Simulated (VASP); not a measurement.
# Si (Fd-3m) in VASP: a series of runs

The runs below take Si through band structure, with PBE-EpsX, r2SCAN0.

All numbers are computed with VASP 6.6.1; they aren't measurements. Logs are shortened: lines on timing, memory, paths and dates and some standing lists are left out, and cuts for length are marked.

## Step 1: The structure

Symmetry: Fd-3m, No. 227, cubic system. The conventional cell has a = 5.444 Å, b = 5.444 Å, c = 5.444 Å, α = 90.00°, β = 90.00°, γ = 90.00°. Si (site symmetry -43m) has 4 Si at 2.36 Å as nearest neighbours.

## Step 2: Band structure, PBE-EpsX

File POSCAR:

```
Si
1.0
    0.0000000000      2.7218511865      2.7218511865
    2.7218511865      0.0000000000      2.7218511865
    2.7218511865      2.7218511865      0.0000000000
Si
2
Direct
    0.5000000000      0.5000000000      0.5000000000
    0.7500000000      0.7500000000      0.7500000000
```

File INCAR.step1:

```
PREC = Accurate
ENCUT = 520
EDIFF = 1E-8
ISMEAR = -1
SIGMA = 0.05
LREAL = F
LASPH = T
NELM = 60
ALGO = Normal
ISIF = 2
LWAVE = F
LCHARG = F
GGA = PE
LEPSILON = T
```

File KPOINTS.step1:

```
Automatic mesh
0
G
  8 8 8
  0 0 0
```

File INCAR.step2:

```
PREC = Accurate
ENCUT = 520
EDIFF = 1E-5
ISMEAR = -1
SIGMA = 0.05
LREAL = F
LASPH = T
NELM = 60
ALGO = Normal
ISIF = 2
LWAVE = T
LCHARG = F
GGA = PE
```

File KPOINTS.step2:

```
Automatic mesh
0
Gamma
  4 4 4
```

File INCAR.step3:

```
PREC = Accurate
ENCUT = 520
EDIFF = 1E-7
ISMEAR = -1
SIGMA = 0.05
LREAL = F
LASPH = T
NELM = 60
ALGO = Normal
ISIF = 2
LWAVE = F
LCHARG = F
GGA = PE
LHFCALC = T
AEXX = 0.0711
PRECFOCK = Normal
ISTART = 1
```

File KPOINTS.step3:

```
Automatic mesh
0
Gamma
  4 4 4
```

File KPOINTS_OPT:

```
path GXWKGLUWLK,UX
10
line-mode
reciprocal
 0.0000000000  0.0000000000  0.0000000000  G
 0.5000000000  0.0000000000  0.5000000000  X

 0.5000000000  0.0000000000  0.5000000000  X
 0.5000000000  0.2500000000  0.7500000000  W

 0.5000000000  0.2500000000  0.7500000000  W
 0.3750000000  0.3750000000  0.7500000000  K

 0.3750000000  0.3750000000  0.7500000000  K
 0.0000000000  0.0000000000  0.0000000000  G

 0.0000000000  0.0000000000  0.0000000000  G
 0.5000000000  0.5000000000  0.5000000000  L

 0.5000000000  0.5000000000  0.5000000000  L
 0.6250000000  0.2500000000  0.6250000000  U

 0.6250000000  0.2500000000  0.6250000000  U
 0.5000000000  0.2500000000  0.7500000000  W

 0.5000000000  0.2500000000  0.7500000000  W
 0.5000000000  0.5000000000  0.5000000000  L

 0.5000000000  0.5000000000  0.5000000000  L
 0.3750000000  0.3750000000  0.7500000000  K

 0.6250000000  0.2500000000  0.6250000000  U
 0.5000000000  0.0000000000  0.5000000000  X
```

Potentials or basis: VASP PAW PBE potentials, release 64 (Si).

Run with:

```bash
> cat potpaw_PBE.64/Si/POTCAR > POTCAR
> cp INCAR.step1 INCAR
> cp KPOINTS.step1 KPOINTS
> mpirun -np 1 vasp_std > vasp.out
> cp INCAR.step2 INCAR
> cp KPOINTS.step2 KPOINTS
> mpirun -np 1 vasp_std > vasp.out
> cp INCAR.step3 INCAR
> cp KPOINTS.step3 KPOINTS
> mpirun -np 1 vasp_std > vasp.out
```

OUTCAR:

```text
PREC = Accurate
   ENCUT = 520
   EDIFF = 1E-7
   ISMEAR = -1
   LREAL = F
   LASPH = T
   NELM = 60
   ISIF = 2
   GGA = PE
   LHFCALC = T
   AEXX = 0.0711
   PRECFOCK = Normal
   ISTART = 1

 ion  position               nearest neighbor table
   1  0.500  0.500  0.500-   2 2.36   2 2.36   2 2.36   2 2.36
   2  0.750  0.750  0.750-   1 2.36   1 2.36   1 2.36   1 2.36

  LATTYP: Found a face centered cubic cell.
 ALAT       =     5.4437023730

  Lattice vectors:

 A1 = (   0.0000000000,   2.7218511865,   2.7218511865)
 A2 = (   2.7218511865,   0.0000000000,   2.7218511865)
 A3 = (   2.7218511865,   2.7218511865,   0.0000000000)

Analysis of symmetry for initial positions (statically):
=====================================================================
 Subroutine PRICEL returns:
 Original cell was already a primitive cell.

 Routine SETGRP: Setting up the symmetry group for a
 face centered cubic supercell.

 Subroutine GETGRP returns: Found 48 space group operations
 (whereof 24 operations were pure point group operations)
 out of a pool of 48 trial point group operations.

The static configuration has the point symmetry T_d .
 The point group associated with its full space group is O_h .

Analysis of symmetry for dynamics (positions and initial velocities):
=====================================================================
 Subroutine PRICEL returns:
 Original cell was already a primitive cell.

 Routine SETGRP: Setting up the symmetry group for a
 face centered cubic supercell.

 Subroutine GETGRP returns: Found 48 space group operations
 (whereof 24 operations were pure point group operations)
 out of a pool of 48 trial point group operations.

The dynamic configuration has the point symmetry T_d .
 The point group associated with its full space group is O_h .

 Subroutine INISYM returns: Found 48 space group operations
 (whereof 24 operations are pure point group operations),
 and found     1 'primitive' translations

----------------------------------------------------------------------------------------

                                     Primitive cell

  volume of cell :      40.3295

  direct lattice vectors                    reciprocal lattice vectors
     0.000000000  2.721851186  2.721851186    -0.183698507  0.183698507  0.183698507
     2.721851186  0.000000000  2.721851186     0.183698507 -0.183698507  0.183698507
     2.721851186  2.721851186  0.000000000     0.183698507  0.183698507 -0.183698507
[... 80 lines left out ...]
   EMIN   =  10.00;   EMAX   =-10.00  energy-range for DOS
   EFERMI =   0.00;   METHOD = LEGACY
   ISMEAR =    -1;   SIGMA  =   0.05  broadening in eV -4-tet -1-fermi 0-gaus
   EFERMI_NEDOS =   21; number of points for ismear=-14 and -15
   IALGO  =     38    algorithm
   IMIX   =      1    mixing-type and parameters
     AMIX     =   0.40;   BMIX     =  1.00
     AMIX_MAG =   1.60;   BMIX_MAG =  1.00
  volume/ion in A,a.u.               =      20.16       136.08
  Fermi-wavevector in a.u.,A,eV,Ry     =   0.954766  1.804247 12.402783  0.911579
  Thomas-Fermi vector in A             =   2.083543
   LORBIT       =      0    0 simple, 1 ext, 2 COOP (PROOUT), +10 PAW based schemes
   GGA     = PE    functional components
   LHFCALC =     T    Hartree Fock is set to
   PRECFOCK=normal    Normal, Fast or Accurate (Low or Medium for compatibility)
   ENCUT4O =  -1.0   cutoff for four orbital integrals eV
   NKREDX  =     1    reduce k-point grid by
   NKREDY  =     1    reduce k-point grid by
   NKREDZ  =     1    reduce k-point grid by
   AEXX    =    0.0711 exact exchange contribution
   HFSCREEN=    0.0000 screening length (either q_TF or 0.3 A-1)
   HFSCREENC=   0.0000 screening length for correlation (either q_TF or 0.3 A-1)
   ENCUTFOCK=  -1.0 apply spherical cutoff to Coloumb kernel
   IVDW    =     0    specifies the selected vdW correction
   LEPSILON=     F    determine dielectric tensor
   LRPA    =     F    only Hartree local field effects (RPA)
 non-spin polarized calculation
  energy-cutoff  :      520.00
  volume of cell :       40.33
 maximum number of plane-waves:      1106
 NGX is ok and might be reduce to    30
  NGX = 24; NGY = 24; NGZ = 24

 number of electron       8.0000001 magnetization

 Free energy of the ion-electron system (eV)
  ---------------------------------------------------
  ext. energy  EPLUGINS =         0.00000000
  ---------------------------------------------------
  free energy    TOTEN  =       -11.44463001 eV

  energy without entropy =      -11.44462707  energy(sigma->0) =      -11.44462854

 E-fermi :   6.1110     XC(G=0):  -8.8036

 val. band max:        5.5838914767   @ k =   0.0000   0.0000   0.0000
 cond. band min:       6.6728467024   @ k =   0.5000   0.5000   0.0000
 fundamental gap:      1.0889552257
 Fermi energy:         6.1110355463

 k-point     1 :       0.0000    0.0000    0.0000
  band No.  band energies     occupation
      1      -6.7239      2.00000
      2       5.5839      1.99995
      3       5.5839      1.99995
      4       5.5839      1.99995
      5       8.5600      0.00000
      6       8.5600      0.00000
      7       8.5600      0.00000
      8       9.3657      0.00000
[... 67 lines left out ...]
 k-point     8 :      -0.2500    0.5000    0.2500
  band No.  band energies     occupation
      1      -2.2983      2.00000
      2      -2.2983      2.00000
      3       1.6518      2.00000
      4       1.6518      2.00000
      5      10.2807      0.00000
      6      10.2807      0.00000
      7      11.0464      0.00000
      8      11.0464      0.00000

------------------------ aborting loop because EDIFF is reached ----------------------------------------

  FORCE on cell =-STRESS in cart. coord.  units (eV):
  Direction    XX          YY          ZZ          XY          YZ          ZX
  --------------------------------------------------------------------------------------
  -------------------------------------------------------------------------------------
  Total        0.3188792      0.3188792      0.3188792     -0.0000000      0.0000000      0.0000000
  in kB       12.6681637     12.6681637     12.6681637     -0.0000000      0.0000000      0.0000000
  external PRESSURE =      12.6681637 kB  Pullay stress =       0.0000000 kB

 VOLUME and BASIS-vectors are now :
 -----------------------------------------------------------------------------
  energy-cutoff  :      520.00
  volume of cell :       40.33
      direct lattice vectors                 reciprocal lattice vectors
     0.000000000  2.721851186  2.721851186    -0.183698507  0.183698507  0.183698507
     2.721851186  0.000000000  2.721851186     0.183698507 -0.183698507  0.183698507
     2.721851186  2.721851186  0.000000000     0.183698507  0.183698507 -0.183698507

 POSITION                                       TOTAL-FORCE (eV/Angst)
 -----------------------------------------------------------------------------------
      2.72185      2.72185      2.72185         0.000000      0.000000      0.000000
      4.08278      4.08278      4.08278        -0.000000     -0.000000     -0.000000
 -----------------------------------------------------------------------------------
    total drift:                                0.000000     -0.000000      0.000000

  FREE ENERGIE OF THE ION-ELECTRON SYSTEM (eV)
  ---------------------------------------------------
  free  energy   TOTEN  =       -11.4446300126 eV

  energy  without entropy=      -11.4446270719  energy(sigma->0) =      -11.44462854
```

OUTCAR.step2:

```text
PREC = Accurate
   ENCUT = 520
   EDIFF = 1E-5
   ISMEAR = -1
   LREAL = F
[... 294 lines left out ...]
      2.72185      2.72185      2.72185         0.000000      0.000000     -0.000000
      4.08278      4.08278      4.08278        -0.000000     -0.000000      0.000000
 -----------------------------------------------------------------------------------
    total drift:                                0.000000     -0.000000     -0.000000

  FREE ENERGIE OF THE ION-ELECTRON SYSTEM (eV)
  ---------------------------------------------------
  free  energy   TOTEN  =       -10.6609208187 eV

  energy  without entropy=      -10.6608303345  energy(sigma->0) =      -10.66087558
```

Wall time 8.2 min (1 thread of AMD EPYC 9R45 (Zen 5), shared host); peak memory 0.17 GiB.

Results:

```
Free energy            : -11.4446 eV
Pressure               : 1.3 GPa
Band gap on the k mesh : 1.09 eV, indirect (least direct gap 2.98 eV)
```

Levels at the corners of the path, in eV from the valence-band top:
| point | band 1 | band 2 | band 3 | band 4 | band 5 | band 6 | band 7 | band 8 |
| --- | --- | --- | --- | --- | --- | --- | --- | --- |
| Γ | -12.31 | 0.00 | 0.00 | 0.00 | 2.98 | 2.98 | 2.98 | 3.78 |
| X | -8.05 | -8.05 | -2.93 | -2.93 | 1.09 | 1.09 | 10.66 | 10.67 |
| X | -8.05 | -8.05 | -2.93 | -2.93 | 1.09 | 1.09 | 10.66 | 10.66 |
| W | -7.88 | -7.88 | -3.93 | -3.93 | 4.70 | 4.70 | 5.46 | 5.46 |
| W | -7.88 | -7.88 | -3.93 | -3.93 | 4.70 | 4.70 | 5.46 | 5.46 |
| K | -8.37 | -7.33 | -4.29 | -2.38 | 1.59 | 4.56 | 7.98 | 8.52 |
| K | -8.37 | -7.33 | -4.29 | -2.38 | 1.59 | 4.56 | 7.98 | 8.52 |
| Γ | -12.31 | 0.00 | 0.00 | 0.00 | 2.98 | 2.98 | 2.98 | 3.78 |
| Γ | -12.31 | 0.00 | 0.00 | 0.00 | 2.98 | 2.98 | 2.98 | 3.78 |
| L | -9.92 | -7.17 | -1.23 | -1.23 | 1.93 | 3.77 | 3.77 | 8.18 |
| L | -9.92 | -7.17 | -1.23 | -1.23 | 1.93 | 3.77 | 3.77 | 8.18 |
| U | -8.37 | -7.33 | -4.29 | -2.38 | 1.59 | 4.56 | 7.98 | 8.53 |
| U | -8.37 | -7.33 | -4.29 | -2.38 | 1.59 | 4.56 | 7.98 | 8.57 |
| W | -7.88 | -7.88 | -3.93 | -3.93 | 4.70 | 4.70 | 5.46 | 5.46 |
| W | -7.88 | -7.88 | -3.93 | -3.93 | 4.70 | 4.70 | 5.46 | 5.46 |
| L | -9.92 | -7.17 | -1.23 | -1.23 | 1.93 | 3.77 | 3.77 | 8.18 |
| L | -9.92 | -7.17 | -1.23 | -1.23 | 1.93 | 3.77 | 3.77 | 8.18 |
| K | -8.37 | -7.33 | -4.29 | -2.38 | 1.59 | 4.56 | 7.98 | 8.53 |
| U | -8.37 | -7.33 | -4.29 | -2.38 | 1.59 | 4.56 | 7.98 | 8.52 |
| X | -8.05 | -8.05 | -2.93 | -2.93 | 1.09 | 1.09 | 10.66 | 10.67 |

Caveat: the k mesh is coarse (spacing up to 0.50 Å⁻¹), so the values aren't converged, least of all with exact exchange; an unscreened hybrid on a path of extra k points without a Coulomb cutoff has errors near the mesh points, so the bands along the path aren't reliable; the PAW data sets were made with another functional, which shifts forces and pressure a little.

(Part 1 of 2 ends here.)
